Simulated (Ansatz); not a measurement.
# Y16H: the cost of one run

All numbers below are computed with Ansatz 0.2.0 (DFT PBE, plane waves, PAW, scalar-relativistic, no spin polarisation).

### 1 The starting structure

The cell holds 17 atoms (HY16): a = 7.300 Å, b = 6.322 Å, c = 11.468 Å, α = 90.00°, β = 90.00°, γ = 90.00°.

Structure file:

```cif
data_structure
_symmetry_space_group_name_H-M 'P 1'
_symmetry_Int_Tables_number 1
_cell_length_a 7.3000
_cell_length_b 6.3220
_cell_length_c 11.4683
_cell_angle_alpha 90.000
_cell_angle_beta 90.000
_cell_angle_gamma 90.000
_cell_volume 529.27
loop_
_atom_site_label
_atom_site_type_symbol
_atom_site_fract_x
_atom_site_fract_y
_atom_site_fract_z
_atom_site_occupancy
Y1 Y 0.75000 0.50000 0.00000 1
Y2 Y 0.50000 0.33333 0.25000 1
Y3 Y 0.75000 0.50000 0.50000 1
Y4 Y 0.50000 0.33333 0.75000 1
Y5 Y 0.50000 0.00000 0.00000 1
Y6 Y 0.25000 0.83333 0.25000 1
Y7 Y 0.50000 0.00000 0.50000 1
Y8 Y 0.25000 0.83333 0.75000 1
Y9 Y 0.25000 0.50000 0.00000 1
Y10 Y 0.00000 0.33333 0.25000 1
Y11 Y 0.25000 0.50000 0.50000 1
Y12 Y 0.00000 0.33333 0.75000 1
Y13 Y 0.00000 0.00000 0.00000 1
Y14 Y 0.75000 0.83333 0.25000 1
Y15 Y 0.00000 0.00000 0.50000 1
Y16 Y 0.75000 0.83333 0.75000 1
H1 H 0.01313 0.66500 0.62311 1
```

### 2 Relaxing the start

Contents of input.yaml:

```yaml
crystal:
  lattice:
    - [-3.65, -6.321985, 0.0]
    - [5.475, -3.160993, 0.0]
    - [0.0, 0.0, 11.4683]
  atoms:
    - { symbol: "Y", position: [0.75, 0.5, 0.0] }
    - { symbol: "Y", position: [0.5, 0.3333333, 0.25] }
    - { symbol: "Y", position: [0.75, 0.5, 0.5] }
    - { symbol: "Y", position: [0.5, 0.3333333, 0.75] }
    - { symbol: "Y", position: [0.5, 0.0, 0.0] }
    - { symbol: "Y", position: [0.25, 0.8333333, 0.25] }
    - { symbol: "Y", position: [0.5, 0.0, 0.5] }
    - { symbol: "Y", position: [0.25, 0.8333333, 0.75] }
    - { symbol: "Y", position: [0.25, 0.5, 0.0] }
    - { symbol: "Y", position: [0.0, 0.3333333, 0.25] }
    - { symbol: "Y", position: [0.25, 0.5, 0.5] }
    - { symbol: "Y", position: [0.0, 0.3333333, 0.75] }
    - { symbol: "Y", position: [0.0, 0.0, 0.0] }
    - { symbol: "Y", position: [0.75, 0.8333333, 0.25] }
    - { symbol: "Y", position: [0.0, 0.0, 0.5] }
    - { symbol: "Y", position: [0.75, 0.8333333, 0.75] }
    - { symbol: H, position: [0.0131327, 0.6649965, 0.6231119] }
basis:
  ecutwfc: 420.0
kpoints:
  mp_grid: { grid: [2, 2, 1] }
hamiltonian:
  xc: pbe
scf:
  occupations: { method: fermi_dirac, width: 0.1 }
  lower_state_search: "off"
relax:
  f_tol: 0.08
  max_steps: 25
  adjacent_minimum: "off"
```

On the command line:

```sh
$ ansatz run input.yaml --threads 2 --pin off --max-ram 5120MiB --backend cpu --events-out ev --progress --plain --runs-dir out
```

**Question.** How long does this run take on 2 threads of Intel Xeon Platinum 8375C at 2.90GHz (Ice Lake), shared host, and how much memory does it need?

About 17 s, with a peak of 1 GiB.
